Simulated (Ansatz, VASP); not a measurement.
**One calculation of KF, two programs**

The input POSCAR:

```
KF
1.0
    3.1788706815      0.0000000000      0.0000000000
    0.0000000000      3.1788706815      0.0000000000
    0.0000000000      0.0000000000      3.1788706815
K F
1 1
Direct
    0.0000000000      0.0000000000      0.0000000000
    0.5000000000      0.5000000000      0.5000000000
```

INCAR.step1

```
ALGO     = Normal         # electronic algorithm
EDIFF    = 1E-5           # SCF threshold, eV
ENCUT    = 520            # plane-wave cutoff, eV
GGA      = PE             # functional
ISIF     = 2              # what is computed and relaxed
ISMEAR   = 0              # smearing method
LASPH    = T              # aspherical terms in the spheres
LCHARG   = F              # write CHGCAR
LREAL    = F              # projectors in reciprocal space
LWAVE    = T              # write WAVECAR
NBANDS   = 15             # bands
NELM     = 100            # most SCF steps
PREC     = Accurate       # precision mode
SIGMA    = 0.01           # smearing width, eV
```

File INCAR.step2:

```
ALGO     = Normal         # electronic algorithm
EDIFF    = 1E-7           # SCF threshold, eV
ENCUT    = 520            # plane-wave cutoff, eV
GGA      = PE             # functional
HFSCREEN = 0.2079         # screening, 1/A
ISIF     = 2              # what is computed and relaxed
ISMEAR   = 0              # smearing method
ISTART   = 1            
LASPH    = T              # aspherical terms in the spheres
LCHARG   = F              # write CHGCAR
LHFCALC  = T              # exact exchange
LREAL    = F              # projectors in reciprocal space
LWAVE    = F              # write WAVECAR
NBANDS   = 15             # bands
NELM     = 100            # most SCF steps
PREC     = Accurate       # precision mode
PRECFOCK = Normal       
SIGMA    = 0.01           # smearing width, eV
```

KPOINTS

```
k-points
0
Gamma
  4 4 4
```

Input for Ansatz:

```yaml
crystal:
  lattice:
    - [3.1788706815, 0.0, 0.0]
    - [0.0, 3.1788706815, 0.0]
    - [0.0, 0.0, 3.1788706815]
  atoms:
    - { symbol: K, position: [0.0, 0.0, 0.0] }
    - { symbol: F, position: [0.5, 0.5, 0.5] }
kpoints:
  mp_grid: { grid: [4, 4, 4] }
hamiltonian:
  xc: hse06
scf:
  occupations: { method: fixed }
  n_extra_bands: 4
output:
  forces: true
  stress: true
  eigenvalues: true
```

The cell was built by a generator and needn't be a form met in nature.

Alike in both runs: task single point; functional HSE06; k mesh 4 × 4 × 4; no spin polarisation.

```csv
,VASP,Ansatz
version,VASP 6.6.1,Ansatz 0.2.0
potentials or method,"VASP PAW PBE potentials, release 64 (K_sv, F)","plane waves, PAW"
plane-wave cutoff (eV),520,420
occupations,"gaussian, width 0.01 eV",fixed
valence electrons in the cell,16,16
```

```tsv
	VASP	Ansatz	Ansatz less VASP
gap on the k mesh at the Fermi level (eV)	8.90	8.92	+0.021
pressure (GPa)	1.7	1.6	-0.13
```

Ansatz warned: «stress_exchange_threshold_loose».

Caveats: the k mesh is coarse (spacing up to 0.49 Å⁻¹), so the values aren't converged, least of all with exact exchange; the PAW data sets were made with another functional, which shifts forces and pressure a little (VASP). A k mesh can miss the band edges.
